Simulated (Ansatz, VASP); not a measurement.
One calculation of AlN, two programs

File INCAR:

```
SYSTEM = AlN
ALGO     = Normal         ! electronic algorithm
EDIFF    = 1E-6           ! SCF threshold, eV
ENCUT    = 520            ! plane-wave cutoff, eV
GGA      = PE             ! functional
ISIF     = 2              ! what is computed and relaxed
ISMEAR   = 0              ! smearing method
LASPH    = .True.         ! aspherical terms in the spheres
LCHARG   = .False.        ! write CHGCAR
LREAL    = .False.        ! projectors in reciprocal space
LWAVE    = .False.        ! write WAVECAR
NBANDS   = 11             ! bands
NELM     = 80             ! most SCF steps
PREC     = Accurate       ! precision mode
SIGMA    = 0.05           ! smearing width, eV
```

The input KPOINTS:

```
k-points
0
Gamma
  10 10 10
  0 0 0
```

File POSCAR:

```
AlN
1.0
    0.0000000000      2.0040002300      2.0345180000
    2.0040002300      0.0000000000      2.0345180000
    2.0040002300      2.0040002300      0.0000000000
Al N
1 1
Direct
    0.5000000000      0.5000000000      0.5000000000
    0.0000000000      0.0000000000      0.0000000000
```

Input for Ansatz:

```yaml
crystal:
  lattice:
    - [0.0, 2.00400023, 2.034518]
    - [2.00400023, 0.0, 2.034518]
    - [2.00400023, 2.00400023, 0.0]
  atoms:
    - { symbol: Al, position: [0.5, 0.5, 0.5] }
    - { symbol: "N", position: [0.0, 0.0, 0.0] }
basis:
  ecutwfc: 420
kpoints:
  mp_grid: { grid: [10, 10, 10] }
hamiltonian:
  xc: pbe
scf:
  occupations: { method: gaussian, width: 0.05 }
output:
  forces: true
  stress: true
  eigenvalues: true
```

Change from the starting cell: strain -0.015 along x and y, +0.000 along z, atoms carried along.

Alike in both runs: task single point; functional PBE; k mesh 10 × 10 × 10; occupations gaussian, width 0.05 eV; no spin polarisation.

```csv
,VASP,Ansatz
version,VASP 6.6.1,Ansatz 0.2.0
potentials or method,"VASP PAW PBE potentials, release 64 (Al, N)","scalar-relativistic, plane waves, PAW"
plane-wave cutoff (eV),520,420
valence electrons in the cell,8,8
```

```tsv
	VASP	Ansatz	Ansatz less VASP
gap on the k mesh at the Fermi level (eV)	4.60	4.62	+0.024
least direct gap on the mesh (eV)	5.77	5.75	-0.012
pressure (GPa)	8.2	8.5	+0.31
largest component of the traceless stress (GPa)	3.04	3.05	+0.011
```

A k mesh can miss the band edges.
